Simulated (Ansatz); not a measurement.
## Computed properties of Eu

```yaml
crystal:
  lattice:
    - [-2.27550, 2.27550, 2.27550]
    - [2.27550, -2.27550, 2.27550]
    - [2.27550, 2.27550, -2.27550]
  atoms:
    - { symbol: Eu, position: [0.00000, 0.00000, 0.00000] }
```

Structure: COD 9008534, as refined from experiment and not relaxed.

Semilocal functionals without a Hubbard term describe localised f shells poorly; where the shell is localised, the real material differs.

Other magnetic orders may lie lower; this is the state that the run reached.

No spin–orbit coupling, which matters for the heavy atoms here.

Method: DFT, PBE, all-electron LAPW, scalar-relativistic (Ansatz 0.2.0).

The runs use a Γ-centred 11×11×11 k mesh, Fermi–Dirac smearing of 0.03 eV, basis error target 0.5 meV/atom, spin-polarised from start moments Eu 7 μB.

* Band gap: none: bands cross the Fermi level, a metal
* Volume per atom: 47.13 Å³

Q: Give the computed value. Moment of the cell.

A: 7.28 μB.

Q: Density of states at the Fermi level (0.2 eV bin): what does the calculation give?

A: 1.47 states/eV per cell.

Q: Predict this quantity. Pressure at this cell.

A: -1.22 GPa.

Q: Moments in the spheres: what does the calculation give?

A: Eu 7.13 μB.
